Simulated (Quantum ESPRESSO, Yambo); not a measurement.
# Converging GW for As (buckled honeycomb monolayer) in Yambo, part 2 of 2

What does each rung of G0W0 on As (buckled honeycomb monolayer) cost, and what does it buy?

Quantum ESPRESSO 7.5 and Yambo 5.3.0; PBE and many-body steps on it, plane waves. Known limits of the many-body steps: not at the basis limit; no spin-orbit coupling.

So far. Step 2 (Empty states on the mesh, 6×6×1 mesh, 233 bands): On this mesh the gap is 1.646 eV. Step 4 (66 bands, 81.6 eV): The gap on the mesh goes from 1.65 eV to 2.52 eV, a correction of +0.87 eV.

## (5) 120 bands, 108.8 eV

Level of this step: G0W0 on PBE, plane waves, norm-conserving pseudopotentials (Yambo).

gw2.in reads:

```
HF_and_locXC
gw0
dyson
ppa
em1d
rim_cut
rim_w
RandQpts= 3000000
RandGvec= 100 RL
CUTGeo= "slab z"
RandGvecW= 9 RL
EXXRLvcs= 100 Ry
VXCRLvcs= 400 Ry
Chimod= "HARTREE"
% BndsRnXp
 1 | 120 |
%
NGsBlkXp= 8 Ry
% LongDrXp
 1 | 1 | 0 |
%
% GbndRnge
 1 | 120 |
%
DysSolver= "n"
ExtendOut
PPAPntXp= 27.21138 eV
% QPkrange
 1 | 1 | 22 | 25 |
 3 | 3 | 22 | 25 |
%
```

Launch:

```console
> OMP_NUM_THREADS=1 mpirun -n 8 yambo -F gw2.in -J gw2 -C gw2 > gw2.log
```

The program printed:

```text
 Yambo, version 5.3.0

 [02] CORE Variables Setup
 =========================

  [... cell, symmetries and grids as in the set-up ...]

  [02.05] Energies & Occupations
  ==============================

  [X] === General ===
  [X] Electronic Temperature                        :  0.000000  0.000000 [eV K]
  [X] Bosonic    Temperature                        :  0.000000  0.000000 [eV K]
  [X] Finite Temperature mode                       : no
  [X] El. density                                   :  0.29092E+24 [cm-3]
  [X] Fermi Level                                   : -0.908984 [eV]

  [X] === Gaps and Widths ===
  [X] Conduction Band Min                           :  1.645614 [eV]
  [X] Valence Band Max                              :  0.000000 [eV]
  [X] Filled Bands                                  :  23
  [X] Empty Bands                                   :   24  233
  [X] Direct Gap                                    :  1.948162 [eV]
  [X] Direct Gap localized at k                     :  1
  [X] Indirect Gap                                  :  1.645614 [eV]
  [X] Indirect Gap between kpts                     :  1  3
  [X] Last valence band width                       :  1.964014 [eV]
  [X] 1st conduction band width                     :  1.151044 [eV]

 [03] Transferred momenta grid and indexing
 ==========================================

 IBZ Q-points                                      :   7
 BZ  Q-points                                      :   36

 K/Q-points units:
 rlu = crystal or reduced units; cc = cartesian coordinates; iku = interal k-units

 Q [1]          [rlu]:  0.000000  0.000000  0.000000
 Q [2]          [rlu]: -0.10630E-16  0.16667       0.0000
 Q [3]          [rlu]: -0.21260E-16  0.33333       0.0000
[...]
RL volume               :  0.232469 [a.u.]
  Integrated volume       :  0.232461 [a.u.]

  [09.03] RIM integrals
  =====================

  Comparison between head Wc = W - v averages: < Wc > [au] RIM-W/RIM

   < -Wc [Q = 1] > 0.364336E-1 0.483878E-4 * < -Wc [Q = 2] > 0.005334 0.005144
   < -Wc [Q = 3] > 0.976992E-3 0.955822E-3 * < -Wc [Q = 4] > 0.326463E-3 0.322611E-3
   < -Wc [Q = 5] > 0.001434 0.001400 * < -Wc [Q = 6] > 0.469831E-3 0.464826E-3
   < -Wc [Q = 7] > 0.218812E-3 0.217344E-3

  Comparison between head Wc = W - v averages: < Wc > [au] RIM-W/RIM

   < -Wc [G = 1,G`=0] > 0.364336E-1 0.483878E-4 * < -Wc [G = 2,G`=0] >-0.002021 0.000000
   < -Wc [G = 3,G`=0] >-0.002021 0.000000 * < -Wc [G = 4,G`=0] > 0.698915E-4  0.00000
   < -Wc [G = 5,G`=0] > 0.698709E-4  0.00000 * < -Wc [G = 6,G`=0] > 0.509404E-4  0.00000
   < -Wc [G = 7,G`=0] > 0.509660E-4  0.00000 * < -Wc [G = 8,G`=0] >-0.165680E-4  0.00000
   < -Wc [G = 9,G`=0] >-0.165702E-4  0.00000

 [10] G0W0 (W PPA)
 =================

 [  GW  ] Bands range     :    1  120
 [GW/PPA] G damping       :  0.100000 [eV]

 QP @ state[ 1 ] K range:  1  1
 QP @ state[ 1 ] b range:  22  25
 QP @ state[ 2 ] K range:  3  3
 QP @ state[ 2 ] b range:  22  25

  Sc/G bands                                       :    1  120
  Sc/G damping                                     :  0.100000 ev
  Sc bands terminator                              : no
  Sx RL components                                 :  18025

  QP @ state[ 1 ] K range                          :  1  1
  QP @ state[ 1 ] b range                          :  22  25
  QP @ state[ 2 ] K range                          :  3  3
  QP @ state[ 2 ] b range                          :  22  25
  GF energies kind                                 : Perdew, Burke & Ernzerhof(X)+Perdew, Burke & Ernzerhof(C)
  GF WF`s kind                                     : Perdew, Burke & Ernzerhof(X)+Perdew, Burke & Ernzerhof(C)
  Xs energies kind                                 : Perdew, Burke & Ernzerhof(X)+Perdew, Burke & Ernzerhof(C)
  Xs WF`s kind                                     : Perdew, Burke & Ernzerhof(X)+Perdew, Burke & Ernzerhof(C)

 [14] Game Over & Game summary
```

Run time: 5.8 min. Hardware: 8 MPI ranks of Arm Neoverse N1, shared host; peak memory 7.9 GiB; 46 min of CPU time.

Numbers from this step:

| Quantity | Value |
| --- | --- |
| G0W0 gap on the points computed | 2.567 eV |
| starting gap on the mesh | 1.646 eV |
| k of the valence top | 0, 0, 0 |
| k of the conduction bottom | 0, 0.3333, 0 |
| least direct G0W0 gap on the computed points | 3.044 eV |
| Z at the valence top | 0.7363 |
| Z at the conduction bottom | 0.7436 |

Against G0W0 in Yambo (6×6×1 mesh, 66 bands, screening to 81.6 eV, Godby-Needs plasmon pole), the gap moves by +0.049 eV.

## (6) 233 bands, 136.1 eV

gw3.in, as its differences from gw2.in of step 5:

```diff
@@ -15,5 +15,5 @@
 % BndsRnXp
- 1 | 120 |
+ 1 | 233 |
 %
-NGsBlkXp= 8 Ry
+NGsBlkXp= 10 Ry
 % LongDrXp
@@ -22,3 +22,3 @@
 % GbndRnge
- 1 | 120 |
+ 1 | 233 |
 %
```

Launch:

```console
> OMP_NUM_THREADS=1 mpirun -n 8 yambo -F gw3.in -J gw3 -C gw3 > gw3.log
```

The program printed:

```text
 Yambo, version 5.3.0

 [02] CORE Variables Setup
 =========================

  [... cell, symmetries and grids as in the set-up ...]

  [02.05] Energies & Occupations
  ==============================

  [X] === General ===
  [X] Electronic Temperature                        :  0.000000  0.000000 [eV K]
  [X] Bosonic    Temperature                        :  0.000000  0.000000 [eV K]
  [X] Finite Temperature mode                       : no
  [X] El. density                                   :  0.29092E+24 [cm-3]
[...]
QP @ state[ 1 ] b range                          :  22  25
  QP @ state[ 2 ] K range                          :  3  3
  QP @ state[ 2 ] b range                          :  22  25
  GF energies kind                                 : Perdew, Burke & Ernzerhof(X)+Perdew, Burke & Ernzerhof(C)
  GF WF`s kind                                     : Perdew, Burke & Ernzerhof(X)+Perdew, Burke & Ernzerhof(C)
  Xs energies kind                                 : Perdew, Burke & Ernzerhof(X)+Perdew, Burke & Ernzerhof(C)
  Xs WF`s kind                                     : Perdew, Burke & Ernzerhof(X)+Perdew, Burke & Ernzerhof(C)

 [14] Game Over & Game summary
```

Elapsed: 15 min, on 8 MPI ranks; peak memory 7.7 GiB.

Numbers from this step:

```
G0W0 gap on the points computed              : 2.632 eV
starting gap on the mesh                     : 1.646 eV
k of the valence top                         : 0, 0, 0
k of the conduction bottom                   : 0, 0.3333, 0
least direct G0W0 gap on the computed points : 3.071 eV
```

Against G0W0 in Yambo (6×6×1 mesh, 120 bands, screening to 108.8 eV, Godby-Needs plasmon pole), the gap moves by +0.066 eV.

## (7) Side by side

Times are wall times on 8 MPI ranks of Arm Neoverse N1, shared host, good to a factor of about two.

| run | mesh | bands | screening cutoff (eV) | DFT gap (eV) | gap on the mesh (eV) | direct (eV) | time |
| --- | --- | --- | --- | --- | --- | --- | --- |
| 66 bands, 81.6 eV | 6×6×1 | 66 | 81.6 | 1.646 | 2.518 | 3.021 | 3 min |
| 120 bands, 108.8 eV | 6×6×1 | 120 | 108.8 | 1.646 | 2.567 | 3.044 | 5.8 min |
| 233 bands, 136.1 eV | 6×6×1 | 233 | 136.1 | 1.646 | 2.632 | 3.071 | 15 min |

## (8) Outcome

```yaml
66_bands_81p6_ev: 2.518 eV
120_bands_108p8_ev: 2.567 eV
233_bands_136p1_ev: 2.632 eV
known_limits: not at the basis limit; no spin-orbit coupling
```

What this shows: From the first rung to the last the gap moves by +0.11 eV for 5.1 times the time. The steps are not yet shrinking, so no limit is drawn. In the G0W0 runs levels were corrected at 2 k points alone, so a gap called «on the mesh» is the least over those, and an edge elsewhere would be missed. The many-body steps are scalar-relativistic: spin-orbit coupling is not in them.

[Paths, hosts, dates, memory and timing lines, banners, echoed tables and standing remarks are left out of the program output.]

[Logs are printed without paths, hosts, clocks, repeated set-up lines and the standing remarks that a program may print on its own settings, such as how far it seeks lower states.]

[Runs of the session that timed out or met a known fault of the program may be left out.]

[Hosts, paths, dates, database ids (printed as entryN), source tags and the programs' standing remarks are cut or masked in the printed files.]
